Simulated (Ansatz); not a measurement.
BaH2 in Ansatz: the effect of target pressure

Crystal: BaH2.

```xyz
6
Lattice="4.4620 0.0000 0.0000 -2.2310 3.8642 0.0000 0.0000 0.0000 6.0553" Properties=species:S:1:pos:R:3 pbc="T T T"
Ba    0.0000    2.5762    1.5138
Ba    2.2310    1.2881    4.5415
H     0.0000    0.0000    0.0000
H     0.0000    0.0000    3.0276
H     2.2310    1.2881    1.5138
H     0.0000    2.5762    4.5415
```

The cell comes from a database or a generator and needn't be the stable form of this composition.

Alike in all runs:

- Program: Ansatz 0.2.0
- Task: relaxation of cell and atoms
- Functional: PBEsol
- Potentials or basis: Ansatz PAW
- Cutoff: 420 eV (not typed: the program's choice for these potentials)
- k mesh: 7 × 7 × 5
- Occupations: fermi-dirac, width 0.05 eV
- Spin: no spin polarisation

Each run relaxes the cell or the atoms first.

| target pressure | relaxed volume (Å³/atom) | gap on the mesh (eV) |
| --- | --- | --- |
| 0 GPa | ? | ? |
| 2 GPa | 15.26 | 2.04 |
| 5 GPa | 14.32 | 2.00 |
| 10 GPa | 13.20 | 1.94 |
| 20 GPa | 11.75 | 1.50 |
| 30 GPa | 10.79 | 1.14 |

Problem. What does the run with target pressure 0 GPa give?

Solution. Relaxed volume 16.08 Å³/atom; gap on the mesh 1.94 eV.

Worked out: In Murnaghan's law V^(-B') rises as a straight line in P. The other rows fit best with B' = 3.3, V0 = 16.03 Å³/atom and B0 = 37 GPa, which gives 16.03 Å³/atom at 0 GPa, against the run's 16.08. A parabola through the other rows of the gap on the mesh, of slope -0.0167 eV per GPa there, extrapolates to 2.10 eV, against the run's 1.94. The fit is too stiff a form for this range.

Caveats: odd divisions of the mesh miss points on the zone boundary, where band edges often lie, so the gap on the mesh can be too wide; the plane-wave basis is chosen anew once the cell has moved, so the energies of steps on either side of that aren't comparable; spin-orbit coupling is left out, which moves the levels of the heavy elements; the PAW data sets come from PBE, with cores solved anew for the run's functional, which leaves a small shift of forces and pressure; the volume moved by over 15 % at a fixed basis, so the end points are rough (some runs).

A k mesh can miss the band edges.
